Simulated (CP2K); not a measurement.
Runs of CP2K 2026.2 on RbBr. It takes space group Fm-3m (No. 225, cubic). The conventional cell has a = 6.854 Å, b = 6.854 Å, c = 6.854 Å, α = 90.00°, β = 90.00°, γ = 90.00°. Around Rb (site symmetry m-3m) lie 6 Br at 3.43 Å. Br (site symmetry m-3m) is surrounded by 6 Rb at 3.43 Å. 

```csv
level,potentials or basis,smearing,EPS_DEFAULT,NGRIDS,points a segment of the path (NPOINTS),bands added on the path,CUTOFF of the grids,gap on the mesh (eV),pressure (GPa)
LDA,"GTH_POTENTIALS Rb GTH-PADE-q9, Br GTH-PADE-q7; TZVP-MOLOPT-PBE-GTH basis",fermi-dirac 0.05 eV,1.0E-9,4,10,4,450 Ry,(b),-1.1
r2SCAN,"POTENTIAL_UZH Rb GTH-SCAN-q9, Br GTH-SCAN-q7; TZVP-MOLOPT-SCAN-GTH basis",fermi-dirac 0.05 eV,1.0E-9,4,6,6,675 Ry,4.94,0.6
TB-mBJ,"POTENTIAL_UZH Rb GTH-PBE-q9, Br GTH-PBE-q7; TZVP-MOLOPT-PBE-GTH basis",fermi-dirac 0.0259 eV,1.0E-9,5,6,6,675 Ry,(a),-
PBEsol,"POTENTIAL_UZH Rb GTH-PBE-q9, Br GTH-PBE-q7; TZVP-MOLOPT-PBE-GTH basis",fermi-dirac 0.1 eV,1.0E-10,5,8,2,450 Ry,4.12,0.2
```

Alike in all rows: task band structure; no spin polarisation; cell as given; k mesh 7 × 7 × 7.

Question: Estimate the missing entries.

Answer: (a) 4.96; (b) 3.91.

Caveats: the basis of atomic orbitals isn't converged, which shifts pressures, moduli and gaps; the potentials were made for another functional, which shifts forces and pressure (some runs); this is a model potential without an energy functional, so only levels have meaning (some runs).

A k mesh can miss the band edges, and the runs leave out spin-orbit coupling on Br, Rb.

Runs at the PBE level aren't shown here.
